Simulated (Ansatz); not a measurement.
Runs of Ansatz 0.2.0 on TaS2. The structure is trigonal, space group P-3m1 (No. 164). Conventional cell: a = 3.350 Å, b = 3.350 Å, c = 5.860 Å, α = 90.00°, β = 90.00°, γ = 120.00°. Ta (site symmetry -3m) is surrounded by 6 S at 2.43 Å. Around S (site symmetry 3m) lie 3 Ta at 2.43 Å. 

| task | level | cutoff (eV) | basis error allowed | pressure (GPa) | V0 of scaled cells (Å³/atom) | B0 (GPa) | largest force (eV/Å) |
| --- | --- | --- | --- | --- | --- | --- | --- |
| single point | PBEsol | 282 | 0.001 eV/atom | 4.4 | - | - | 0.99 |
| band structure | PBEsol | 258 | 0.002 eV/atom | 4.4 | - | - | 0.99 |
| equation of state | LDA | - | 0.002 eV/atom | - | 19.18 | 138 | - |
| equation of state | PBEsol | - | 0.001 eV/atom | - | (a) | (b) | - |
| band structure | LDA | 259 | 0.002 eV/atom | 1.4 | - | - | 0.77 |

Alike in all rows: potentials or basis all-electron LAPW, scalar-relativistic; no spin polarisation; cell as given; k mesh 9 × 9 × 5; smearing fermi-dirac 0.05 eV.

**Question.** Fill in the values left out.

**Answer.** (a) 19.59; (b) 131.

Caveats: this functional lacks dispersion, which binds the layers, so the pressure and a relaxed spacing across them are unreliable (some runs); the cell was scaled at fixed shape and fractional positions, which overstates the stiffness of a crystal with free parameters, most of all of layers and chains (some runs).

The runs don't all hold the same shells in valence.
